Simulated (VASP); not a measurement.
# CdS in VASP: one cell, several levels of theory, part 1 of 2

Aim: gap, levels, forces and stress of zincblende CdS at fixed geometry. Runs: PBE, r2SCAN. The results are then set beside those of Ansatz 0.2.0 for the same cell.

Program: VASP 6.6.1. PAW datasets, plane waves. Computed at 0 K without zero-point motion; spin polarisation is off.

**1. The structure to begin with**

The cell comes from an earlier relaxation with r2SCAN in another program.

The symmetry is F-43m (No. 216, cubic); a = 5.878 Å in the conventional setting, 25.39 Å³ an atom. Near Cd stand 4 S at 2.55 Å; near S stand 4 Cd at 2.55 Å.

Coordinates:

```
CELL_PARAMETERS angstrom
0.00000 2.93921 2.93921
2.93921 0.00000 2.93921
2.93921 2.93921 0.00000
ATOMIC_POSITIONS crystal
Cd 0.00000 0.00000 0.00000
S 0.25000 0.25000 0.25000
```

**2. Single point with PBE**

INCAR

```
ENCUT = 520.000000
SIGMA = 0.020000
EDIFF = 1.00e-07
GGA = PE
PREC = Accurate
IBRION = -1
ISIF = 2
ISMEAR = -1
NBANDS = 16
NELM = 120
NSW = 0
LASPH = .TRUE.
LCHARG = .FALSE.
LWAVE = .FALSE.
LREAL = .FALSE.
```

KPOINTS

```
KPOINTS created by Atomic Simulation Environment
0
Gamma
8 8 8
0 0 0
```

KPOINTS_OPT

```
special points
6
Reciprocal
0.0000000000 0.0000000000 0.0000000000 1
-0.5000000000 -0.5000000000 0.0000000000 1
-0.3750000000 -0.3750000000 0.2500000000 1
-0.3750000000 0.0000000000 0.3750000000 1
0.0000000000 0.0000000000 0.5000000000 1
-0.5000000000 -0.2500000000 0.2500000000 1
```

POSCAR

```
Cd S
 1.0000000000000000
    -0.0000000000000000    2.9392148430445664    2.9392148430445664
     2.9392148430445664    0.0000000000000000    2.9392148430445664
     2.9392148430445664    2.9392148430445664    0.0000000000000000
 Cd  S
   1   1
Cartesian
  0.0000000000000000  0.0000000000000000 -0.0000000000000000
  1.4696074215222832  1.4696074215222832  1.4696074215222832
```

Potentials: the recommended PBE PAW datasets, 18 valence electrons in the neutral cell.

Run with:

```
> mpirun -np 1 vasp_std
```

Standard output, without the iteration lines:

```text
POSCAR found type information on POSCAR CdS
 POSCAR found :  2 types and       2 ions
 LDA part: xc-table for (Slater+PW92), standard interpolation
 POSCAR, INCAR and KPOINTS ok, starting setup
 FFT: planning ... GRIDC
 FFT: planning ... GRID_SOFT
 FFT: planning ... GRID
 WAVECAR not read
 entering main loop
 Start KPOINTS_OPT (optional k-point list driver)
k-point batch [1-6\6]
```

OSZICAR:

```text
N       E                     dE             d eps       ncg     rms          rms(c)
DAV:   1     0.110416412187E+03    0.11042E+03   -0.88930E+03   944   0.102E+03
DAV:   2    -0.238957670433E+01   -0.11281E+03   -0.10602E+03  1128   0.255E+02
DAV:   3    -0.666123855545E+01   -0.42717E+01   -0.42649E+01  1184   0.517E+01
DAV:   4    -0.668685060212E+01   -0.25612E-01   -0.25610E-01  1192   0.392E+00
DAV:   5    -0.668720745283E+01   -0.35685E-03   -0.35685E-03  1128   0.436E-01    0.772E+00
DAV:   6    -0.615738100558E+01    0.52983E+00   -0.84914E-01  1408   0.114E+01    0.626E+00
DAV:   7    -0.613885721163E+01    0.18524E-01   -0.19168E-01  1128   0.299E+00    0.308E+00
DAV:   8    -0.613912121580E+01   -0.26400E-03   -0.17276E-02  1104   0.165E+00    0.291E-01
DAV:   9    -0.613905404725E+01    0.67169E-04   -0.20239E-03  1136   0.652E-01    0.592E-02
DAV:  10    -0.613918538067E+01   -0.13133E-03   -0.24452E-04  1120   0.155E-01    0.693E-02
DAV:  11    -0.613927132546E+01   -0.85945E-04   -0.13892E-04  1080   0.919E-02    0.246E-02
DAV:  12    -0.613926292077E+01    0.84047E-05   -0.24834E-05  1280   0.635E-02    0.995E-03
DAV:  13    -0.613926415187E+01   -0.12311E-05   -0.38277E-06  1112   0.114E-02    0.894E-03
DAV:  14    -0.613926388976E+01    0.26210E-06   -0.27558E-07  1248   0.317E-03    0.498E-03
DAV:  15    -0.613926387282E+01    0.16939E-07   -0.34954E-08   696   0.118E-03
   1 F= -.61392639E+01 E0= -.61392639E+01  d E =-.705468E-11
       N       E                     dE             ncg
DAV:   1     0.737235752000E+03   -0.29516E+04      208
DAV:   2     0.121842780173E+03   -0.61539E+03      240
DAV:   3     0.994513349728E+02   -0.22391E+02      256
DAV:   4     0.993307118671E+02   -0.12062E+00      248
DAV:   5     0.993290967720E+02   -0.16151E-02      256
DAV:   6     0.993290645366E+02   -0.32235E-04      240
DAV:   7     0.993290637304E+02   -0.80621E-06      264
DAV:   8     0.993290637089E+02   -0.21558E-07      208
```

The lines after F= are the extra pass for the points of KPOINTS_OPT, at fixed density; their E is not a total energy.

OUTCAR, selected sections:

```text
k-points           NKPTS =     29   k-points in BZ     NKDIM =     29   number of bands    NBANDS=     16

   NELECT =      18.0000    total number of electrons

   dimension x,y,z NGX =    32 NGY =   32 NGZ =   32
   dimension x,y,z NGXF=    64 NGYF=   64 NGZF=   64

  energy-cutoff  :      520.00
  volume of cell :       50.78
      direct lattice vectors                 reciprocal lattice vectors
     0.000000000  2.939214843  2.939214843    -0.170113458  0.170113458  0.170113458
     2.939214843  0.000000000  2.939214843     0.170113458 -0.170113458  0.170113458
     2.939214843  2.939214843  0.000000000     0.170113458  0.170113458 -0.170113458

 k-points in reciprocal lattice and weights: KPOINTS created by Atomic Simulation Env
   0.00000000  0.00000000  0.00000000       0.002
   0.12500000  0.00000000  0.00000000       0.016
   0.25000000  0.00000000  0.00000000       0.016
   0.37500000  0.00000000  0.00000000       0.016
   0.50000000  0.00000000  0.00000000       0.008
   0.12500000  0.12500000  0.00000000       0.012
   0.25000000  0.12500000  0.00000000       0.047
   0.37500000  0.12500000  0.00000000       0.047
[... 21 more k-points ...]

 E-fermi :   1.5256

 k-point     1 :       0.0000    0.0000    0.0000
  band No.  band energies     occupation
      1     -11.1119      2.00000
      2      -6.5290      2.00000
      3      -6.5290      2.00000
      4      -6.5290      2.00000
      5      -6.0803      2.00000
      6      -6.0803      2.00000
      7       1.1176      2.00000
      8       1.1176      2.00000
      9       1.1176      2.00000
     10       2.2159      0.00000
     11       7.6679      0.00000
     12       7.6679      0.00000
     13       7.6679      0.00000
     14      12.4289      0.00000
     15      12.5624      0.00000
     16      12.5624      0.00000

 k-point     2 :       0.1250    0.0000    0.0000
  band No.  band energies     occupation
      1     -11.0530      2.00000
      2      -6.5078      2.00000
      3      -6.5078      2.00000
      4      -6.4762      2.00000
      5      -6.0813      2.00000
      6      -6.0813      2.00000
      7       0.1074      2.00000
      8       1.0010      2.00000
      9       1.0010      2.00000
     10       3.0528      0.00000
     11       7.4040      0.00000
     12       7.8612      0.00000
     13       7.8612      0.00000
     14      11.9742      0.00000
     15      11.9742      0.00000
     16      13.0266      0.00000

 k-point     3 :       0.2500    0.0000    0.0000
  band No.  band energies     occupation
      1     -10.9099      2.00000
      2      -6.4620      2.00000
      3      -6.4620      2.00000
      4      -6.2898      2.00000
      5      -6.0762      2.00000
      6      -6.0762      2.00000
      7      -1.3223      2.00000
      8       0.7383      2.00000
      9       0.7383      2.00000
     10       3.8513      0.00000
     11       7.3930      0.00000
     12       8.1596      0.00000
     13       8.1596      0.00000
     14      11.7402      0.00000
     15      11.7402      0.00000
     16      12.3943      0.00000

 k-point     4 :       0.3750    0.0000    0.0000
  band No.  band energies     occupation
      1     -10.7669      2.00000
      2      -6.4266      2.00000
      3      -6.4266      2.00000
      4      -6.0575      2.00000
      5      -6.0575      2.00000
      6      -5.9553      2.00000
      7      -2.5740      2.00000
      8       0.4953      2.00000
      9       0.4953      2.00000
     10       4.0861      0.00000
     11       8.0728      0.00000
     12       8.1811      0.00000
     13       8.1811      0.00000
     14      12.0297      0.00000
     15      12.5784      0.00000
     16      12.5784      0.00000

 k-point     5 :       0.5000    0.0000    0.0000
  band No.  band energies     occupation
      1     -10.7081      2.00000
      2      -6.4158      2.00000
      3      -6.4158      2.00000
      4      -6.0450      2.00000
      5      -6.0450      2.00000
      6      -5.7205      2.00000
      7      -3.1454      2.00000
      8       0.3990      2.00000
      9       0.3990      2.00000
     10       4.0974      0.00000
     11       8.1279      0.00000
     12       8.1279      0.00000
     13       8.5254      0.00000
     14      12.1337      0.00000
     15      13.6153      0.00000
     16      13.6153      0.00000

 k-point     6 :       0.1250    0.1250    0.0000
  band No.  band energies     occupation
      1     -11.0334      2.00000
      2      -6.4874      2.00000
      3      -6.4874      2.00000
      4      -6.4854      2.00000
      5      -6.0952      2.00000
      6      -6.0685      2.00000
      7       0.1008      2.00000
      8       0.8061      2.00000
      9       0.8061      2.00000
     10       3.3463      0.00000
     11       6.9938      0.00000
     12       8.1083      0.00000
     13       8.1083      0.00000
     14      10.9662      0.00000
     15      12.6659      0.00000
     16      13.6316      0.00000

 k-point     7 :       0.2500    0.1250    0.0000
  band No.  band energies     occupation
      1     -10.9187      2.00000
      2      -6.4584      2.00000
      3      -6.4382      2.00000
      4      -6.3509      2.00000
      5      -6.0974      2.00000
      6      -6.0569      2.00000
      7      -0.9519      2.00000
      8       0.5001      2.00000
      9       0.5537      2.00000
     10       4.1463      0.00000
     11       6.7151      0.00000
     12       8.3204      0.00000
     13       8.5338      0.00000
     14      10.5559      0.00000
     15      12.5460      0.00000
     16      13.7612      0.00000

 k-point     8 :       0.3750    0.1250    0.0000
  band No.  band energies     occupation
      1     -10.7764      2.00000
      2      -6.4224      2.00000
      3      -6.3970      2.00000
      4      -6.1474      2.00000
      5      -6.0431      2.00000
      6      -5.9931      2.00000
      7      -2.1701      2.00000
      8       0.2141      2.00000
      9       0.2665      2.00000
     10       4.5924      0.00000
     11       7.1357      0.00000
     12       8.2027      0.00000
     13       8.6500      0.00000
     14      11.3530      0.00000
     15      13.0606      0.00000
     16      13.2267      0.00000

[... the tables of k-points 9 to 29 left out ...]

  Total        0.5417268      0.5417268      0.5417268     -0.0000000     -0.0000000     -0.0000000
  in kB       17.0909765     17.0909765     17.0909765     -0.0000000     -0.0000000     -0.0000000
  external PRESSURE =      17.0909765 kB  Pullay stress =       0.0000000 kB

 POSITION                                       TOTAL-FORCE (eV/Angst)
 -----------------------------------------------------------------------------------
      0.00000      0.00000      0.00000         0.000000      0.000000     -0.000000
      1.46961      1.46961      1.46961        -0.000000     -0.000000      0.000000
 -----------------------------------------------------------------------------------
    total drift:                               -0.000000     -0.000000     -0.000000

  FREE ENERGIE OF THE ION-ELECTRON SYSTEM (eV)
  ---------------------------------------------------
  free  energy   TOTEN  =        -6.1392638728 eV

  energy  without entropy=       -6.1392638728  energy(sigma->0) =       -6.13926387
```

Hardware: 1 MPI rank of Intel Xeon Platinum 8488C, shared host.

The levels at the points of KPOINTS_OPT are read from vasprun.xml.

Levels at the named points, in eV from the top of band v (v: the last filled band by count, c: the next):

```csv
point,v−1,v,c,c+1
Γ,0.00,0.00,1.10,6.55
X,-1.80,-1.80,3.59,4.32
U,-2.43,-1.46,4.24,5.40
K,-2.43,-1.46,4.24,5.40
L,-0.72,-0.72,2.98,7.01
W,-2.17,-2.11,5.33,5.44
```

PBE gives a direct gap of 1.10 eV at Γ. Pressure: 1.71 GPa; the forces vanish within 0.01 eV/Å.

(Continued in part 2 of 2.)
